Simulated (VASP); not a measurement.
# From an Ansatz input to VASP: CdS (strained zincblende)

Ansatz input

```yaml
crystal:
  lattice:
    - [0.0, 3.0144587399, 2.93921484]
    - [3.0144587399, 0.0, 2.93921484]
    - [3.0144587399, 3.0144587399, 0.0]
  atoms:
    - { symbol: Cd, position: [0.0, 0.0, 0.0] }
    - { symbol: S, position: [0.25, 0.25, 0.25] }
kpoints:
  mp_grid: { grid: [8, 8, 8] }
  band_path:
    path:
      - [0.0, 0.0, 0.0]
      - [-0.5, -0.5, 0.0]
      - [-0.375, -0.375, 0.25]
      - [-0.375, 0.0, 0.375]
      - [0.0, 0.0, 0.5]
      - [-0.5, -0.25, 0.25]
    npoints: 1
hamiltonian:
  xc: r2scan
scf:
  occupations: { method: fixed }
  n_extra_bands: 4
output:
  forces: true
  stress: true
  eigenvalues: true
```

Translate this input to VASP.



INCAR

```
LWAVE = .FALSE.
ENCUT = 520
SIGMA = 0.01
EDIFF = 1E-7
NBANDS = 16
LCHARG = .FALSE.
IBRION = -1
ISMEAR = 0
LREAL = .FALSE.
ALGO = Normal
METAGGA = R2SCAN
ISIF = 2
PREC = Accurate
NSW = 0
NELM = 120
LASPH = .TRUE.
```

KPOINTS

```
KPOINTS created by Atomic Simulation Environment
0
Gamma
8 8 8
0 0 0
```

KPOINTS_OPT

```
special points
6
Reciprocal
0.0000000000 0.0000000000 0.0000000000 1
-0.5000000000 -0.5000000000 0.0000000000 1
-0.3750000000 -0.3750000000 0.2500000000 1
-0.3750000000 0.0000000000 0.3750000000 1
0.0000000000 0.0000000000 0.5000000000 1
-0.5000000000 -0.2500000000 0.2500000000 1
```

POSCAR

```
Cd S
 1.0000000000000000
     0.0000000000000000    3.0144587398999998    2.9392148400000000
     3.0144587398999998    0.0000000000000000    2.9392148400000000
     3.0144587398999998    3.0144587398999998    0.0000000000000000
 Cd  S
   1   1
Cartesian
  0.0000000000000000  0.0000000000000000  0.0000000000000000
  1.5072293699499999  1.5072293699499999  1.4696074200000000
```

VASP ran with the recommended PBE PAW datasets (18 valence electrons in the cell). Other inputs would serve too.

```tsv
	Ansatz	VASP
gap between bands v and c	1.38 eV	1.37 eV
least direct gap	1.38 eV	1.37 eV
pressure	-2.8 GPa	-2.5 GPa
```

Each program uses its own PAW datasets. VASP's cell holds 18 valence electrons and Ansatz's 26. Ansatz's stress includes a Pulay correction; VASP's doesn't.
